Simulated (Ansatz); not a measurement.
LaAlO₃:
```
CELL_PARAMETERS angstrom
      3.77152     0.00000     0.00000
      0.00000     3.77152     0.00000
      0.00000     0.00000     3.77152
ATOMIC_POSITIONS crystal
  La 0.50000 0.50000 0.50000
  Al 0.00000 0.00000 0.00000
  O  0.00000 0.50000 0.00000
  O  0.50000 0.00000 0.00000
  O  0.00000 0.00000 0.50000
```

Relaxed with PBEsol. Special points in fractions of this cell's reciprocal vectors: Γ (0.000, 0.000, 0.000); X (0.000, 0.500, 0.000); M (0.500, 0.500, 0.000); R (0.500, 0.500, 0.500).

List the band energies nearest the valence-band maximum at these points for the program Ansatz at the PBEsol level (PAW).

In eV from the valence-band maximum; about four levels below and three above (degenerate sets whole), none deeper than 8.9 eV; points with the same levels are listed once.

```csv
k,below,above
Γ,-1.48 -1.48 -1.48 -0.09 -0.09 -0.09,3.45 3.45 4.69
X,-1.68 -1.68 -1.09 -1.09,4.37 4.51 4.71
M,-1.49 -1.30 -1.30 -0.02,4.39 4.39 4.70
R,-1.46 -1.46 0.00 0.00 0.00,4.55 4.55 4.55
```

Space group Pm-3m (cubic perovskite). This is a known high-temperature phase of the composition, computed here at zero pressure and temperature. The cell was relaxed with PBEsol under the symmetry of its start. At this level the phase is dynamically unstable (imaginary phonons). Spin–orbit coupling is left out wherever it is not named.

Potentials: the earlier of the program's two PAW sets. The files were generated under PBE; for other functionals the program regenerates the frozen cores, and for LDA and PBEsol the local potential too.
